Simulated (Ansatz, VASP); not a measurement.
**Two plane-wave programs on MgO**

The input INCAR:

```
ALGO = Normal ; EDIFF = 1E-7
ENCUT = 520 ; GGA = PE
ISIF = 2 ; ISMEAR = -1
LASPH = True ; LCHARG = False
LREAL = False ; LWAVE = False
NBANDS = 11 ; NELM = 100
PREC = Accurate ; SIGMA = 0.05
```

Contents of KPOINTS:

```
k-points
0
Gamma
  10 10 10
```

Contents of POSCAR:

```
MgO
1.0
    2.9380209034      0.0000000000      0.0000000000
   -1.4690104517      2.5444007392      0.0000000000
    0.0000000000      0.0000000000      2.6796800000
Mg O
1 1
Direct
    0.0089360000      0.0030280000      0.0028050000
    0.3401990000      0.6577370000      0.5028030000
```

Contents of input.yaml:

```yaml
crystal:
  lattice:
    - [2.9380209034, 0.0, 0.0]
    - [-1.4690104517, 2.5444007392, 0.0]
    - [0.0, 0.0, 2.67968]
  atoms:
    - { symbol: Mg, position: [0.008936, 0.003028, 0.002805] }
    - { symbol: O, position: [0.340199, 0.657737, 0.502803] }
hamiltonian:
  xc: pbe
  pseudopotentials: { kind: paw }
kpoints:
  mp_grid: { grid: [10, 10, 10] }
scf:
  occupations: { method: fermi_dirac, width: 0.05 }
output:
  forces: true
  stress: true
  eigenvalues: true
```

Change from the starting cell: atoms moved at random, drawn with an rms of 0.05 Å.

Alike in both runs: task single point; functional PBE; k mesh 10 × 10 × 10; occupations fermi-dirac, width 0.05 eV; no spin polarisation.

|  | VASP | Ansatz |
| --- | --- | --- |
| version | VASP 6.6.1 | Ansatz 0.2.0 |
| potentials or method | VASP PAW PBE potentials, release 64 (Mg, O) | Ansatz PAW |
| plane-wave cutoff (eV) | 520 | 420 |
| valence electrons in the cell | 8 | 16 |

```tsv
	VASP	Ansatz	Ansatz less VASP
gap on the k mesh at the Fermi level (eV)	3.00	3.02	+0.021
least direct gap on the mesh (eV)	3.40	3.42	+0.018
pressure (GPa)	-0.6	0.0	+0.64
largest component of the traceless stress (GPa)	0.04	0.06	+0.025
rms of the force components (eV/Å)	0.066	0.066	-0.0008
```

Atom by atom the forces differ by 0.001 eV/Å (rms over components). With one functional, cell and mesh, what is left measures potentials, basis and numerics. The two sets of potentials don't hold the same shells in valence.

Caveats: the pressure holds a Pulay correction of +0.6 GPa for the finite cutoff (Ansatz). A k mesh can miss the band edges.
